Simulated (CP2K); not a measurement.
The system is TaN.

```
Ta N
1.0
     3.04800    0.00000    0.00000
    -1.52400    2.63965    0.00000
     0.00000    0.00000    4.91800
Ta N
2 2
Direct
  0.00000 0.00000 0.00000
  0.00000 0.00000 0.50000
  0.33333 0.66667 0.25000
  0.66667 0.33333 0.75000
```

Base run:

```yaml
Program: CP2K 2026.2
Functional: PBE
Potentials_or_basis: POTENTIAL_UZH Ta GTH-PBE-q13, N GTH-PBE-q5; DZVP-MOLOPT-PBE-GTH basis
Density_cutoff: 6803 eV
k_mesh: 10 × 10 × 6
Occupations: fermi-dirac, width 0.05 eV
Spin: no spin polarisation
```

Its results: band gap on the k mesh none (metal or under the smearing width); pressure 52.7 GPa.

Problem. After a change of settings the same cell gave: band gap on the k mesh none (metal or under the smearing width); pressure 54.0 GPa. Which change was it?
A. potentials or basis from POTENTIAL_UZH Ta GTH-PBE-q13, N GTH-PBE-q5; DZVP-MOLOPT-PBE-GTH basis to POTENTIAL_UZH Ta GTH-PBE-q13, N GTH-PBE-q5; ccGRB-D basis; basis sets from Ta DZVP-MOLOPT-PBE-GTH-q13, N DZVP-MOLOPT-PBE-GTH-q5 to Ta ccGRB-D-q13, N ccGRB-D-q5
B. potentials or basis from POTENTIAL_UZH Ta GTH-PBE-q13, N GTH-PBE-q5; DZVP-MOLOPT-PBE-GTH basis to POTENTIAL_UZH Ta GTH-PBE-q13, N GTH-PBE-q5; TZV2P-MOLOPT-PBE-GTH basis; basis sets from Ta DZVP-MOLOPT-PBE-GTH-q13, N DZVP-MOLOPT-PBE-GTH-q5 to Ta TZV2P-MOLOPT-PBE-GTH-q13, N TZV2P-MOLOPT-PBE-GTH-q5
C. potentials or basis from POTENTIAL_UZH Ta GTH-PBE-q13, N GTH-PBE-q5; DZVP-MOLOPT-PBE-GTH basis to POTENTIAL_UZH Ta GTH-PBE-q13, N GTH-PBE-q5; TZVP-MOLOPT-PBE-GTH basis; basis sets from Ta DZVP-MOLOPT-PBE-GTH-q13, N DZVP-MOLOPT-PBE-GTH-q5 to Ta TZVP-MOLOPT-PBE-GTH-q13, N TZVP-MOLOPT-PBE-GTH-q5

Solution. A.

Caveats: a pressure of tens of GPa on the cell as given is suspect, and the run, the potentials or the cell itself is likely at fault; the basis of atomic orbitals isn't converged, which shifts pressures, moduli and gaps.
